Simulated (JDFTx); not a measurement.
Runs of JDFTx 1.7.0 (patched build) on CsBr. Symmetry: Pm-3m, No. 221, cubic system. Conventional cell: a = 4.326 Å, b = 4.326 Å, c = 4.326 Å, α = 90.00°, β = 90.00°, γ = 90.00°. Around Cs (site symmetry m-3m) lie 8 Br at 3.75 Å. Br (site symmetry m-3m) has 8 Cs at 3.75 Å as nearest neighbours. The cell comes from a database or a generator and needn't be the stable form of this composition.

```csv
task,level,potentials or basis,k mesh,cutoff (eV),max SCF steps,SCF threshold on the energy,solver of the electrons,further solve for the empty bands,band ratio of the Davidson solver,mesh quality,gap on the mesh (eV),pressure (GPa)
single point,PBEsol,PseudoDojo-SR-PBEsol-0.4.1-standard with smoothed tails,6 × 6 × 6,680,100,1e-09 Ha,scf,yes,-,not flagged,4.23,-0.8
single point,r2SCAN,SG15-PBE-1.2 with smoothed tails,2 × 2 × 2,1088,100,1e-09 Ha,scf,yes,-,coarse,4.98,(a)
single point,LDA,PseudoDojo-SR-LDA-0.4.1-standard with smoothed tails,6 × 6 × 6,653,100,1e-09 Ha,scf,yes,-,not flagged,(b),-2.0
single point,PBE,PseudoDojo-SR-PBE-0.5-standard with smoothed tails,6 × 6 × 6,680,100,1e-09 Ha,scf,yes,-,not flagged,4.42,0.6
```

Alike in all rows: no spin polarisation; cell as given; smearing fermi-dirac 0.05 eV.

Fill in the values left out.

(a) 0.8; (b) 4.03.

Caveats: some runs use coarse meshes; spin-orbit coupling is left out, which moves the levels of the heavy elements; the empty levels aren't tightly converged (some runs); the potentials were made for another functional, which shifts forces and pressure (some runs).

A k mesh can miss the band edges, and the runs leave out spin-orbit coupling on Br, Cs.
